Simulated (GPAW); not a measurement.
Crystal: ZnS.

```
Zn S
1.0
     0.00000    2.70200    2.70200
     2.70200    0.00000    2.70200
     2.70200    2.70200    0.00000
Zn S
1 1
Direct
  0.25000 0.25000 0.25000
  0.00000 0.00000 0.00000
```

Base run:

- Program: GPAW 26.7.0
- Functional: RPBE
- Potentials or basis: the program's PAW data sets (release 1.2.1) made for this functional
- Cutoff: 600 eV
- Basis: pw
- k mesh: 7 × 7 × 7
- Occupations: fermi-dirac, width 0.05 eV
- Spin: no spin polarisation

Its results: band gap on the k mesh 2.27 eV, direct; pressure 4.5 GPa.

Problem. The run is repeated on the same cell with these changes: functional from RPBE to BP86; potentials or basis from the program's PAW data sets (release 1.2.1) made for this functional to PAW data sets generated in the run's folder for this functional. What comes out?

Solution. Band gap on the k mesh 2.05 eV, direct; pressure 1.6 GPa.
